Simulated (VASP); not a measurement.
Runs of VASP 6.6.1 on Ca. It takes space group Im-3m (No. 229, cubic). The conventional cell has a = 4.480 Å, b = 4.480 Å, c = 4.480 Å, α = 90.00°, β = 90.00°, γ = 90.00°. Around Ca (site symmetry m-3m) lie 8 Ca at 3.88 Å. This isn't the form of Ca at room conditions, which is fcc.

```csv
level,potentials or basis,gap on the mesh (eV),pressure (GPa),relaxed volume (Å³/atom)
PBEsol,"VASP PAW PBE potentials, release 64 (Ca_sv)",none,0.0,40.53
AM05,"VASP PAW PBE potentials, release 64 (Ca_sv)",none,0.0,41.35
optB88-vdW,"VASP PAW PBE potentials, release 64 (Ca_sv)",none,-0.1,40.24
revPBE,"VASP PAW PBE potentials, release 64 (Ca_sv)",none,0.0,(b)
RPBE,"VASP PAW PBE potentials, release 64 (Ca_sv)",none,0.0,44.73
PBE,"VASP PAW PBE potentials, release 64 (Ca_sv)",none,0.0,42.19
r2SCAN,"VASP PAW PBE potentials, release 64 (Ca_sv)",none,0.0,43.58
PW91,"VASP PAW PBE potentials, release 64 (Ca_sv)",none,0.0,(a)
LDA,"VASP PAW LDA potentials, release 64 (Ca_sv)",none,0.0,37.56
vdW-DF-cx,"VASP PAW PBE potentials, release 64 (Ca_sv)",none,0.0,40.99
SCAN,"VASP PAW PBE potentials, release 64 (Ca_sv)",none,0.0,43.55
BLYP,"VASP PAW PBE potentials, release 64 (Ca_sv)",none,0.0,42.31
```

Alike in all rows: task relaxation of cell and atoms; no spin polarisation; cell relaxed; k mesh 8 × 8 × 8; cutoff (eV) 600; smearing fermi-dirac 0.05 eV.

Q: Estimate the missing entries.

A: (a) 41.88; (b) 44.11.

Caveats: the PAW data sets were made with another functional, which shifts forces and pressure a little (some runs); the volume moved by over 15 % at a fixed basis, so the end points are rough (some runs).

A gap of «none» marks a metal or a gap under the smearing width.
